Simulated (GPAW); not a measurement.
Ge:

```
CELL_PARAMETERS angstrom
-2.57449 2.57449 1.39741
2.57449 -2.57449 1.39741
2.57449 2.57449 -1.39741
ATOMIC_POSITIONS crystal
Ge 0.50000 0.50000 0.00000
Ge 0.25000 0.75000 0.50000
```

This isn't the form of Ge at room conditions, which is diamond.

* Program: GPAW 26.7.0
* Task: single point
* Functional: PBE
* Potentials or basis: GPAW PAW data sets (gpaw-data 1.2.1)
* Cutoff: 600 eV
* Basis: pw
* k mesh: 11 × 11 × 11
* Occupations: fermi-dirac, width 0.05 eV
* Spin: no spin polarisation

On this cell: pressure 3.1 GPa; largest force under 0.003 eV/Å; band gap on the k mesh none (metal or under the smearing width).

The same run follows on a disturbed copy (atoms moved at random, drawn with an rms of 0.05 Å):

```
CELL_PARAMETERS angstrom
-2.57449 2.57449 1.39741
2.57449 -2.57449 1.39741
2.57449 2.57449 -1.39741
ATOMIC_POSITIONS crystal
Ge 0.47893 0.47435 0.99328
Ge 0.24504 0.74252 0.50691
```

Q: What changes?

A: The energy (extrapolated to zero smearing) moves by +2.6 meV/atom; pressure 3.1 GPa; largest force 0.200 eV/Å; band gap on the k mesh none (metal or under the smearing width).

Forces in eV/Å, atoms in the order of the input:
```
Ge   0.168  0.107  0.021
Ge  -0.168 -0.107 -0.021
```

Stress tensor (GPa, compression positive):
```
 3.70 -0.03  0.35
-0.03  2.85 -0.22
 0.35 -0.22  2.81
```
